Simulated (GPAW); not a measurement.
Here is a GPAW 26.7.0 calculation.

The input run.py:

```python
from ase.dft.bandgap import bandgap
from ase.io import read, write
from gpaw import GPAW, PW

atoms = read('GaSb.xyz')

calc = GPAW(mode=PW(600),
            xc='TB09',
            kpts={'size': (6, 6, 6), 'gamma': True},
            occupations={'name': 'fermi-dirac', 'width': 0.05},
            nbands=18,
            convergence={'density': 1e-05, 'energy': 1e-05},
            eigensolver='cg',
            maxiter=150,
            txt='gpaw.txt')
atoms.calc = calc
energy = atoms.get_potential_energy()
calc.write('gs.gpw')
write('result.traj', atoms)
print('Fermi level:', round(calc.get_fermi_level(), 4), 'eV')
print(f'Gap: {bandgap(calc)[0]:.4f} eV, direct: {bandgap(calc, direct=True)[0]:.4f} eV')
```

File GaSb.xyz:

```xyz
2
Lattice="0.0000000000 3.0590000000 3.0590000000 3.0590000000 0.0000000000 3.0590000000 3.0590000000 3.0590000000 0.0000000000" Properties=species:S:1:pos:R:3 pbc="T T T"
Sb     4.5885000000      4.5885000000      4.5885000000
Ga     0.0000000000      0.0000000000      0.0000000000
```

Potentials or basis: GPAW PAW data sets for LDA (gpaw-data 1.2.1), pw.

Command:

```bash
$ OMP_NUM_THREADS=1 python run.py
```

(1) Estimate the band gap on the k mesh.

Answers

(1) 0.92 eV, direct.

Caveat: a model potential gives levels but no total energy; spin-orbit coupling is left out, which moves the levels of the heavy elements.

**The experiment to reproduce.**

From a printed reference work, data compilation, for a bulk crystal of GaSb at 4.2 K: band gap 0.811 eV (direct).

A measured gap of GaSb is 0.811 eV (direct; 4.2 K; a printed reference work, data compilation); the calculated 0.92 eV misses it by +0.11 eV. Spin-orbit coupling on Ga, Sb is left out. The value is that of TB-mBJ on a finite k mesh, which can miss the band edges, without temperature or zero-point motion.
